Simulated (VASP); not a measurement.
# Cr: Hubbard U by linear response

Cr, Im-3m (no. 229), 8 atoms in the cell. PBE, linear-response Hubbard U; PAW potentials Cr_pv (PBE set).

Shifted element: Cr; Shifted shell (l): 2; Cell repeated: 2 × 2 × 2; Shifts (eV): -0.2, 0.2; Shifts on single spins too: yes.

## Input

INCAR.step1:
```
SYSTEM = Cr
PREC = Accurate
ENCUT = 450
EDIFF = 1E-7
NELM = 200
ALGO = Normal
ISMEAR = 1
SIGMA = 0.1
LREAL = .FALSE.
LASPH = .TRUE.
LMAXMIX = 4
LORBIT = 11
LWAVE = .TRUE.
LCHARG = .TRUE.
GGA = PE
ISPIN = 2
MAGMOM = 3.5 3.5 3.5 3.5 3.5 3.5 3.5 3.5
AMIX = 0.2
BMIX = 1E-4
AMIX_MAG = 0.8
BMIX_MAG = 1E-4
```

INCAR.step2, as INCAR.step1 but for:
```
- LWAVE = .TRUE.
- LCHARG = .TRUE.
+ LWAVE = .FALSE.
+ LCHARG = .FALSE.
+ LDAU = .TRUE.
+ LDAUTYPE = 3
+ LDAUL = 2 -1
+ LDAUU = -0.2 0
+ LDAUJ = -0.2 0
+ LDAUPRINT = 1
+ ISTART = 1
+ ICHARG = 11
```

INCAR.step3, as INCAR.step2 but for:
```
- ICHARG = 11
+ ICHARG = 1
```

INCAR.step4, as INCAR.step3 but for:
```
- LDAUU = -0.2 0
- LDAUJ = -0.2 0
- ICHARG = 1
+ LDAUU = 0.2 0
+ LDAUJ = 0.2 0
+ ICHARG = 11
```

INCAR.step5, as INCAR.step4 but for:
```
- ICHARG = 11
+ ICHARG = 1
```

INCAR.step6, as INCAR.step5 but for:
```
- LDAUU = 0.2 0
- LDAUJ = 0.2 0
- ICHARG = 1
+ LDAUU = -0.2 0
+ LDAUJ = 0 0
+ ICHARG = 11
```

INCAR.step7, as INCAR.step6 but for:
```
- ICHARG = 11
+ ICHARG = 1
```

INCAR.step8, as INCAR.step7 but for:
```
- LDAUU = -0.2 0
- ICHARG = 1
+ LDAUU = 0.2 0
+ ICHARG = 11
```

INCAR.step9, as INCAR.step8 but for:
```
- ICHARG = 11
+ ICHARG = 1
```

INCAR.step10, as INCAR.step9 but for:
```
- LDAUU = 0.2 0
- LDAUJ = 0 0
- ICHARG = 1
+ LDAUU = 0 0
+ LDAUJ = -0.2 0
+ ICHARG = 11
```

INCAR.step11, as INCAR.step10 but for:
```
- ICHARG = 11
+ ICHARG = 1
```

INCAR.step12, as INCAR.step11 but for:
```
- LDAUJ = -0.2 0
- ICHARG = 1
+ LDAUJ = 0.2 0
+ ICHARG = 11
```

INCAR.step13, as INCAR.step12 but for:
```
- ICHARG = 11
+ ICHARG = 1
```

KPOINTS:
```
k-points
0
Gamma
  6 6 6
```

POSCAR:
```
Cr
1.0
   -2.9688993552      2.9688993552      2.9688993552
    2.9688993552     -2.9688993552      2.9688993552
    2.9688993552      2.9688993552     -2.9688993552
Cr Cr
1 7
Direct
    0.0000000000      0.0000000000      0.0000000000
    0.0000000000      0.0000000000      0.5000000000
    0.0000000000      0.5000000000      0.0000000000
    0.0000000000      0.5000000000      0.5000000000
    0.5000000000      0.0000000000      0.0000000000
    0.5000000000      0.0000000000      0.5000000000
    0.5000000000      0.5000000000      0.0000000000
    0.5000000000      0.5000000000      0.5000000000
```

Commands (each step's output is kept before the next begins):
```
cat potpaw_PBE.64/Cr_pv/POTCAR potpaw_PBE.64/Cr_pv/POTCAR > POTCAR
cp INCAR.step1 INCAR
mpirun -np 8 vasp_std > vasp.out
cp CHGCAR CHGCAR.0
cp WAVECAR WAVECAR.0
cp INCAR.step2 INCAR
mpirun -np 8 vasp_std > vasp.out
cp CHGCAR.0 CHGCAR
cp WAVECAR.0 WAVECAR
cp INCAR.step3 INCAR
mpirun -np 8 vasp_std > vasp.out
cp CHGCAR.0 CHGCAR
cp WAVECAR.0 WAVECAR
cp INCAR.step4 INCAR
mpirun -np 8 vasp_std > vasp.out
cp CHGCAR.0 CHGCAR
cp WAVECAR.0 WAVECAR
cp INCAR.step5 INCAR
mpirun -np 8 vasp_std > vasp.out
cp CHGCAR.0 CHGCAR
cp WAVECAR.0 WAVECAR
cp INCAR.step6 INCAR
mpirun -np 8 vasp_std > vasp.out
cp CHGCAR.0 CHGCAR
cp WAVECAR.0 WAVECAR
cp INCAR.step7 INCAR
mpirun -np 8 vasp_std > vasp.out
cp CHGCAR.0 CHGCAR
cp WAVECAR.0 WAVECAR
cp INCAR.step8 INCAR
mpirun -np 8 vasp_std > vasp.out
cp CHGCAR.0 CHGCAR
cp WAVECAR.0 WAVECAR
cp INCAR.step9 INCAR
mpirun -np 8 vasp_std > vasp.out
cp CHGCAR.0 CHGCAR
cp WAVECAR.0 WAVECAR
cp INCAR.step10 INCAR
mpirun -np 8 vasp_std > vasp.out
cp CHGCAR.0 CHGCAR
cp WAVECAR.0 WAVECAR
cp INCAR.step11 INCAR
mpirun -np 8 vasp_std > vasp.out
cp CHGCAR.0 CHGCAR
cp WAVECAR.0 WAVECAR
cp INCAR.step12 INCAR
mpirun -np 8 vasp_std > vasp.out
cp CHGCAR.0 CHGCAR
cp WAVECAR.0 WAVECAR
cp INCAR.step13 INCAR
mpirun -np 8 vasp_std > vasp.out
```

## Result

- U (eV): 5.3
- U from spin-resolved response (eV): 5.4
- J from spin-resolved response (eV): 0.4
- Bare response (electrons/eV): 1.448
- Relaxed response (electrons/eV): 0.168

Electrons in the shifted shell, density kept fixed:

| Shift (eV) | Electrons |
|---|---|
| -0.20 | 3.805 |
| 0.00 | 4.094 |
| 0.20 | 4.384 |

Electrons in the shifted shell, density relaxed:

| Shift (eV) | Electrons |
|---|---|
| -0.20 | 4.060 |
| 0.00 | 4.094 |
| 0.20 | 4.127 |

Limits: The slopes are limited by the printed digits (0.001 electrons) and by how far each density was converged; the unshifted state keeps only 0.00 muB on the site, started at 3.5, so this U belongs to a low-moment state.

VASP 6.6.1 took 252 s on 8 cores (Intel Xeon Platinum 8559C (Emerald Rapids)), a shared host.
